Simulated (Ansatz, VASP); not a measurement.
**One calculation of Ti2Si3, two programs**

```xyz
5
Lattice="4.1791 0.0000 0.0000 0.0000 4.1791 0.0000 0.0000 0.0000 5.2385" Properties=species:S:1:pos:R:3 pbc="T T T"
Ti    0.0000    2.0895    0.8144
Ti    2.0895    0.0000    0.8144
Si    0.0000    0.0000    1.8632
Si    0.0000    2.0895    3.8522
Si    2.0895    0.0000    3.8522
```

Alike in both runs: task relaxation of cell and atoms; functional PBE; k mesh 4 × 4 × 4; occupations gaussian, width 0.1 eV; no spin polarisation.

|  | VASP | Ansatz |
| --- | --- | --- |
| version | VASP 6.6.1 | Ansatz 0.2.0 |
| potentials or method | VASP PAW PBE potentials, release 64 (Ti_sv, Si) | scalar-relativistic, plane waves, PAW |
| plane-wave cutoff (eV) | 600 | 420 |
| valence electrons in the cell | 36 | 36 |

Ansatz gave:

```
gap on the k mesh at the Fermi level, each at its own relaxed structure (eV) : none
relaxed volume (Å³/atom)                                                     : 18.10
relaxed cell length with the largest relative difference (Å)                 : 4.104
energy change over the relaxation (meV/atom)                                 : -461
```

Estimate VASP's values.

gap on the k mesh at the Fermi level, each at its own relaxed structure (eV): none; relaxed volume (Å³/atom): 18.07; relaxed cell length with the largest relative difference (Å): 4.101; energy change over the relaxation (meV/atom): -462.

A gap of «none» marks a metal or a gap that the smearing closes.

Caveats: the k mesh is coarse (spacing up to 0.38 Å⁻¹), so the values aren't converged.
